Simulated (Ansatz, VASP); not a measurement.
# Be: VASP beside Ansatz

```
Be
1.0
     2.41448    0.00000    0.00000
    -1.20724    2.09100    0.00000
     0.00000    0.00000    3.42085
Be
2
Direct
  0.33333 0.66667 0.25000
  0.66667 0.33333 0.75000
```

Change from the starting cell: strain +0.050 along x and y, -0.050 along z, atoms carried along.

Alike in both runs: task single point; functional PBE; k mesh 24 × 24 × 14; occupations gaussian, width 0.15 eV; no spin polarisation.

|  | VASP | Ansatz |
| --- | --- | --- |
| version | VASP 6.6.1 | Ansatz 0.2.0 |
| potentials or method | VASP PAW PBE potentials, release 64 (Be) | scalar-relativistic, plane waves, PAW |
| plane-wave cutoff (eV) | 520 | 420 |
| valence electrons in the cell | 4 | 4 |

Ansatz gave:

| Quantity | Value |
| --- | --- |
| gap on the k mesh at the Fermi level (eV) | none |
| pressure (GPa) | -7.3 |
| largest component of the traceless stress (GPa) | 17.27 |

Task: Estimate VASP's values.

Result: gap on the k mesh at the Fermi level (eV): none; pressure (GPa): -7.2; largest component of the traceless stress (GPa): 17.31.

A gap of «none» marks a metal or a gap that the smearing closes.
